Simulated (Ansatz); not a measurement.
Crystal: HfC.

```
Hf C
1.0
     0.00000    2.32500    2.32500
     2.32500    0.00000    2.32500
     2.32500    2.32500    0.00000
Hf C
1 1
Direct
  0.50000 0.50000 0.50000
  0.00000 0.00000 0.00000
```

Base run:

| Property | Result |
| --- | --- |
| Program | Ansatz 0.2.0 |
| Functional | PBEsol |
| Potentials or basis | Ansatz PAW |
| Cutoff | 420 eV (not typed: the program's choice for these potentials) |
| k mesh | 8 × 8 × 8 |
| Occupations | fermi-dirac, width 0.05 eV |
| Spin | no spin polarisation |

Its results: band gap on the k mesh none (metal or under the smearing width); pressure -6.5 GPa.

**Question.** The run is repeated on the same cell with these changes: k mesh from 8 × 8 × 8 to 10 × 10 × 10; spin from no spin polarisation to spin-orbit coupling, no magnetisation; potential files from those of the base run to others of the same set. What comes out?

**Answer.** Band gap on the k mesh none (metal or under the smearing width); pressure -7.2 GPa.

Several settings changed at once, so the effect can't be laid on one alone.

Caveats: the PAW data sets come from PBE, with cores solved anew for the run's functional, which leaves a small shift of forces and pressure.
